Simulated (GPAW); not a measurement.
A run of GPAW 26.7.0 is set up as follows.

The input run.py:

```python
from ase import Atoms
from ase.dft.bandgap import bandgap
from ase.io import write
from ase.units import GPa
from gpaw import GPAW, PW

atoms = Atoms(['Pb'],
              cell=[[0.0, 2.47502, 2.47502],
                    [2.47502, 0.0, 2.47502],
                    [2.47502, 2.47502, 0.0]],
              scaled_positions=[[0.0, 0.0, 0.0]],
              pbc=True)

calc = GPAW(mode=PW(500),
            xc='LDA',
            kpts={'size': (8, 8, 8), 'gamma': True},
            occupations={'name': 'fermi-dirac', 'width': 0.05},
            nbands=14,
            convergence={'density': 1e-05, 'energy': 1e-05},
            maxiter=80,
            txt='gpaw.txt')
atoms.calc = calc
energy = atoms.get_potential_energy()
forces = atoms.get_forces()
stress = atoms.get_stress()
calc.write('gs.gpw')
write('result.traj', atoms)
print(f'Energy: {energy:.6f} eV')
print('Forces (eV/A):')
print(forces.round(4))
print('Stress (GPa):', (stress / GPa).round(3))
print('Fermi level:', round(calc.get_fermi_level(), 4), 'eV')
print(f'Gap: {bandgap(calc)[0]:.4f} eV, direct: {bandgap(calc, direct=True)[0]:.4f} eV')
```

Potentials or basis: the program's PAW data sets (release 1.2.1) made for this functional, pw.

The run is started by

```bash
$ OMP_NUM_THREADS=1 python run.py
```

(1) Predict the band gap on the k mesh.

(2) Estimate the pressure.

Results:

(1) none (metal or under the smearing width).

(2) -2.4 GPa.

Caveat: the cutoff is short for stress and forces, so pressures can be off by a GPa or more.
